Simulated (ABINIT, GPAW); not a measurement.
This is a calculation of Ir (Iridium) for ABINIT 10.8.3 (patched build). 

File run.abi:

```
pp_dirpath "./"
pseudos "Ir.GGA_PBE-JTH.xml"

acell 2.7090675001 2.7090675001 2.7090675001 Angstrom
rprim
     0.0000000000     0.7071067812     0.7071067812
     0.7071067812     0.0000000000     0.7071067812
     0.7071067812     0.7071067812     0.0000000000
ntypat 1
znucl 77
natom 1
typat 1
xred
     0.0000000000     0.0000000000     0.0000000000

ecut 16.0
pawecutdg 32.0
pawxcdev 0

kptopt 1
ngkpt 12 12 12
nshiftk 1
shiftk 0.0 0.0 0.0

ixc -116133

nband 12
occopt 3
tsmear 0.00183747

nstep 100
tolvrs 1.0e-9

iomode 3
prtwf 0
prteig 0
prtebands 0
enunit 2
prtden 1
prtvha 1
prtvclmb 1
prtpot 1
```

Potentials or basis: JTH PAW PBE v2.0.

Run with:

```console
$ abinit run.abi > log 2>&1
```

**Question.** What does the same run look like in GPAW 26.7.0 (ASE script)? Potentials or basis there: PAW data sets generated for this functional, cutoff 600 eV.

**Answer.** As run (cutoffs and basis follow the program's own potentials, and thresholds, step limits or extra output files can differ):

The input run.py:

```python
from ase import Atoms
from ase.dft.bandgap import bandgap
from ase.io import write
from ase.units import Bohr, GPa
from gpaw import GPAW, PW, setup_paths
from gpaw.elf import elf_from_dft_calculation

setup_paths.insert(0, '.')

atoms = Atoms(['Ir'],
              cell=[[0.0, 1.9156, 1.9156],
                    [1.9156, 0.0, 1.9156],
                    [1.9156, 1.9156, 0.0]],
              scaled_positions=[[0.0, 0.0, 0.0]],
              pbc=True)

calc = GPAW(mode=PW(600),
            xc='PBEsol',
            kpts={'size': (12, 12, 12), 'gamma': True},
            occupations={'name': 'fermi-dirac', 'width': 0.05},
            nbands=16,
            convergence={'density': 1e-05, 'energy': 1e-05},
            maxiter=150,
            txt='gpaw.txt')
atoms.calc = calc
energy = atoms.get_potential_energy()
forces = atoms.get_forces()
stress = atoms.get_stress()
calc.write('gs.gpw')
write('result.traj', atoms)
print(f'Energy: {energy:.6f} eV')
print('Forces (eV/A):')
print(forces.round(4))
print('Stress (GPa):', (stress / GPa).round(3))
print('Fermi level:', round(calc.get_fermi_level(), 4), 'eV')
print(f'Gap: {bandgap(calc)[0]:.4f} eV, direct: {bandgap(calc, direct=True)[0]:.4f} eV')

# fields on the real-space grid
write('density.cube', atoms, data=calc.get_pseudo_density() * Bohr**3)
write('potential.cube', atoms, data=calc.get_electrostatic_potential())
write('elf.cube', atoms, data=elf_from_dft_calculation(calc).data)
```

Potentials or basis: PAW data sets generated in the run's folder for this functional, pw.

Run with:

```bash
$ gpaw-setup -f PBEsol Ir
$ OMP_NUM_THREADS=1 python run.py
```

Both were run:

|  | ABINIT | GPAW |
| --- | --- | --- |
| Pressure | 0.1 GPa | -2.0 GPa |

ABINIT's potentials were made for PBE.

The two runs disagree by more than potentials and bases usually give (in gap, levels, pressure or energy); the cause wasn't traced.

Pressure is positive in compression.
